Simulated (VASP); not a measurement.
# PbSe (Clausthalite) (Fm-3m) in VASP: further runs, part 2 of 2

VASP 6.6.1. The steps go on from the part before.

## (4) Band structure, PBE

Contents of POSCAR:

```
PbSe
1.0
    0.0000000000      3.0606500000      3.0606500000
    3.0606500000      0.0000000000      3.0606500000
    3.0606500000      3.0606500000      0.0000000000
Pb Se
1 1
Direct
    0.0000000000      0.0000000000      0.0000000000
    0.5000000000      0.5000000000      0.5000000000
```

Contents of INCAR.step1:

```
  PREC = Accurate
  ENCUT = 600
  EDIFF = 1E-6
  ISMEAR = -1
  SIGMA = 0.05
  LREAL = False
  LASPH = True
  NELM = 60
  ALGO = Normal
  ISIF = 2
  LWAVE = False
  LCHARG = True
  GGA = PE
```

Contents of KPOINTS.step1:

```
Automatic mesh
0
Gamma
  8 8 8
```

Contents of INCAR.step2:

```
  PREC = Accurate
  ENCUT = 600
  EDIFF = 1E-6
  ISMEAR = 0
  SIGMA = 0.05
  LREAL = False
  LASPH = True
  NELM = 60
  ALGO = Normal
  ISIF = 2
  LWAVE = False
  LCHARG = False
  GGA = PE
  ICHARG = 11
```

Contents of KPOINTS.step2:

```
path GXWKGLUWLK,UX
10
line-mode
reciprocal
 0.0000000000  0.0000000000  0.0000000000  G
 0.5000000000  0.0000000000  0.5000000000  X

 0.5000000000  0.0000000000  0.5000000000  X
 0.5000000000  0.2500000000  0.7500000000  W

 0.5000000000  0.2500000000  0.7500000000  W
 0.3750000000  0.3750000000  0.7500000000  K

 0.3750000000  0.3750000000  0.7500000000  K
 0.0000000000  0.0000000000  0.0000000000  G

 0.0000000000  0.0000000000  0.0000000000  G
 0.5000000000  0.5000000000  0.5000000000  L

 0.5000000000  0.5000000000  0.5000000000  L
 0.6250000000  0.2500000000  0.6250000000  U

 0.6250000000  0.2500000000  0.6250000000  U
 0.5000000000  0.2500000000  0.7500000000  W

 0.5000000000  0.2500000000  0.7500000000  W
 0.5000000000  0.5000000000  0.5000000000  L

 0.5000000000  0.5000000000  0.5000000000  L
 0.3750000000  0.3750000000  0.7500000000  K

 0.6250000000  0.2500000000  0.6250000000  U
 0.5000000000  0.0000000000  0.5000000000  X
```

Potentials or basis: VASP PAW PBE potentials, release 64 (Pb_d_GW, Se_GW).

On the command line:

```sh
cat potpaw_PBE.64/Pb_d_GW/POTCAR potpaw_PBE.64/Se_GW/POTCAR > POTCAR
cp INCAR.step1 INCAR
cp KPOINTS.step1 KPOINTS
mpirun -np 1 vasp_std > vasp.out
cp INCAR.step2 INCAR
cp KPOINTS.step2 KPOINTS
mpirun -np 1 vasp_std > vasp.out
```

It took 84 s on 1 thread of Intel Xeon Platinum 8488C (Sapphire Rapids), shared host; peak memory 0.31 GiB.

It converged, with:

| Quantity | Value |
| --- | --- |
| Band gap on the k mesh | 0.29 eV, direct |
| Band gap along the path | 0.29 eV, direct |

Levels at the corners of the path, in eV from the valence-band top:
| point | band 9 | band 10 | band 11 | band 12 | band 13 | band 14 |
| --- | --- | --- | --- | --- | --- | --- |
| Γ | -1.88 | -1.88 | -1.88 | 4.71 | 4.71 | 4.71 |
| X | -4.99 | -3.24 | -3.24 | 3.70 | 5.61 | 5.61 |
| X | -4.99 | -3.24 | -3.24 | 3.70 | 5.61 | 5.61 |
| W | -4.23 | -4.23 | -0.79 | 1.89 | 4.95 | 4.95 |
| W | -4.23 | -4.23 | -0.79 | 1.89 | 4.95 | 4.95 |
| K | -4.58 | -2.73 | -2.40 | 3.39 | 4.01 | 5.44 |
| K | -4.58 | -2.73 | -2.40 | 3.39 | 4.01 | 5.44 |
| Γ | -1.88 | -1.88 | -1.88 | 4.71 | 4.71 | 4.71 |
| Γ | -1.88 | -1.88 | -1.88 | 4.71 | 4.71 | 4.71 |
| L | -1.47 | -1.47 | 0.00 | 0.29 | 1.70 | 1.70 |
| L | -1.47 | -1.47 | 0.00 | 0.29 | 1.70 | 1.70 |
| U | -4.58 | -2.73 | -2.40 | 3.39 | 4.01 | 5.44 |
| U | -4.58 | -2.73 | -2.40 | 3.39 | 4.01 | 5.44 |
| W | -4.23 | -4.23 | -0.79 | 1.89 | 4.95 | 4.95 |
| W | -4.23 | -4.23 | -0.79 | 1.89 | 4.95 | 4.95 |
| L | -1.47 | -1.47 | 0.00 | 0.29 | 1.70 | 1.70 |
| L | -1.47 | -1.47 | 0.00 | 0.29 | 1.70 | 1.70 |
| K | -4.58 | -2.73 | -2.40 | 3.39 | 4.01 | 5.44 |
| U | -4.58 | -2.73 | -2.40 | 3.39 | 4.01 | 5.44 |
| X | -4.99 | -3.24 | -3.24 | 3.70 | 5.61 | 5.61 |

Caveat: the log is that of the step along the path at fixed density, whose energy, stress, charges and moments have no meaning; spin-orbit coupling is left out, which as a rule narrows the gap of such compounds by several tenths of an eV.

## (5) Band structure, PBE

Contents of INCAR:

```
SYSTEM = PbSe
  ALGO = Fast
  EDIFF = 1E-6
  ENCUT = 550
  GGA = PE
  ISIF = 2
  ISMEAR = -1
  LASPH = .TRUE.
  LCHARG = .FALSE.
  LREAL = .FALSE.
  LWAVE = .FALSE.
  NELM = 100
  PREC = Accurate
  SIGMA = 0.05
```

Contents of KPOINTS:

```
k-points
0
G
  8 8 8
  0 0 0
```

POSCAR is that of step 4.

Contents of KPOINTS_OPT:

```
path GXWKGLUWLK,UX
20
line-mode
reciprocal
 0.0000000000  0.0000000000  0.0000000000  G
 0.5000000000  0.0000000000  0.5000000000  X

 0.5000000000  0.0000000000  0.5000000000  X
 0.5000000000  0.2500000000  0.7500000000  W

 0.5000000000  0.2500000000  0.7500000000  W
 0.3750000000  0.3750000000  0.7500000000  K

 0.3750000000  0.3750000000  0.7500000000  K
 0.0000000000  0.0000000000  0.0000000000  G

 0.0000000000  0.0000000000  0.0000000000  G
 0.5000000000  0.5000000000  0.5000000000  L

 0.5000000000  0.5000000000  0.5000000000  L
 0.6250000000  0.2500000000  0.6250000000  U

 0.6250000000  0.2500000000  0.6250000000  U
 0.5000000000  0.2500000000  0.7500000000  W

 0.5000000000  0.2500000000  0.7500000000  W
 0.5000000000  0.5000000000  0.5000000000  L

 0.5000000000  0.5000000000  0.5000000000  L
 0.3750000000  0.3750000000  0.7500000000  K

 0.6250000000  0.2500000000  0.6250000000  U
 0.5000000000  0.0000000000  0.5000000000  X
```

On the command line:

```sh
cat potpaw_PBE.64/Pb_d_GW/POTCAR potpaw_PBE.64/Se_GW/POTCAR > POTCAR
mpirun -np 1 vasp_std > vasp.out
```

Wall time 2.3 min (1 thread of Intel Xeon Platinum 8488C (Sapphire Rapids), shared host); peak memory 0.24 GiB.

Results (log left out):

* Free energy: -8.1752 eV
* Pressure: 2.4 GPa
* Band gap on the k mesh: 0.29 eV, direct
* Band gap along the path: 0.29 eV, direct

Levels at the corners of the path, in eV from the valence-band top:
```
point  band 8  band 9  band 10  band 11  band 12  band 13  band 14  band 15
    Γ   -6.31   -1.88    -1.88    -1.88     4.71     4.71     4.71     6.52
    X   -7.39   -4.99    -3.24    -3.24     3.70     5.61     5.61     6.04
    X   -7.39   -4.99    -3.24    -3.24     3.70     5.61     5.61     6.04
    W   -8.03   -4.23    -4.23    -0.79     1.89     4.95     4.95     7.73
    W   -8.03   -4.23    -4.23    -0.79     1.89     4.95     4.95     7.73
    K   -8.05   -4.58    -2.73    -2.40     3.39     4.01     5.44     5.83
    K   -8.05   -4.58    -2.73    -2.40     3.39     4.01     5.44     5.83
    Γ   -6.31   -1.88    -1.88    -1.88     4.71     4.71     4.71     6.52
    Γ   -6.31   -1.88    -1.88    -1.88     4.71     4.71     4.71     6.52
    L   -8.81   -1.47    -1.47     0.00     0.29     1.70     1.70     8.55
    L   -8.81   -1.47    -1.47     0.00     0.29     1.70     1.70     8.55
    U   -8.05   -4.58    -2.73    -2.40     3.39     4.01     5.44     5.83
    U   -8.05   -4.58    -2.73    -2.40     3.39     4.01     5.44     5.83
    W   -8.03   -4.23    -4.23    -0.79     1.89     4.95     4.95     7.73
    W   -8.03   -4.23    -4.23    -0.79     1.89     4.95     4.95     7.73
    L   -8.81   -1.47    -1.47     0.00     0.29     1.70     1.70     8.55
    L   -8.81   -1.47    -1.47     0.00     0.29     1.70     1.70     8.55
    K   -8.05   -4.58    -2.73    -2.40     3.39     4.01     5.44     5.83
    U   -8.05   -4.58    -2.73    -2.40     3.39     4.01     5.44     5.83
    X   -7.39   -4.99    -3.24    -3.24     3.70     5.61     5.61     6.04
```

Caveat: spin-orbit coupling is left out, which as a rule narrows the gap of such compounds by several tenths of an eV.

## (6) The runs side by side

| potentials or basis | cutoff (eV) | gap on the mesh (eV) |
| --- | --- | --- |
| VASP PAW PBE potentials, release 64 (Pb, Se) | 500 | 0.29 |
| VASP PAW PBE potentials, release 64 (Pb_d, Se) | 520 | 0.29 |
| VASP PAW PBE potentials, release 64 (Pb_d_GW, Se_GW) | 600 | 0.29 |
| VASP PAW PBE potentials, release 64 (Pb_d_GW, Se_GW) | 550 | 0.29 |

Alike in all rows: task band structure; level PBE; no spin polarisation; cell as given; k mesh 8 × 8 × 8; smearing fermi-dirac 0.05 eV.

Caveats: spin-orbit coupling is left out, which as a rule narrows the gap of such compounds by several tenths of an eV.

Absolute energies hang on the potentials; compare differences alone.

## (7) Against experiment

Step 2. A measured gap of PbSe is 0.28 eV (direct; 300 K; a printed reference work, monograph); the calculated 0.29 eV misses it by +0.01 eV. 2 values of this kind are on record (0.15 to 0.28 eV); this one was drawn at random. Spin-orbit coupling on Pb, Se is left out. The value is that of PBE, without temperature or zero-point motion.

Step 3. Against the measured gap of PbSe, 0.15 eV (direct; 4.2 K; a printed reference work, monograph), the calculated 0.29 eV is off by +0.14 eV. 2 values of this kind are on record (0.15 to 0.28 eV); this one was drawn at random. Spin-orbit coupling on Pb, Se is left out. The value is that of PBE, without temperature or zero-point motion.

Step 4. Measured gap of PbSe: 0.28 eV (direct; 300 K; a printed reference work, monograph). This calculation gives 0.29 eV (+0.01 eV). 2 values of this kind are on record (0.15 to 0.28 eV); this one was drawn at random. Spin-orbit coupling on Pb, Se is left out. The value is that of PBE, without temperature or zero-point motion.

Step 5. Measured gap of PbSe: 0.15 eV (direct; 4.2 K; a printed reference work, monograph). This calculation gives 0.29 eV (+0.14 eV). 2 values of this kind are on record (0.15 to 0.28 eV); this one was drawn at random. Spin-orbit coupling on Pb, Se is left out. The value is that of PBE, without temperature or zero-point motion.
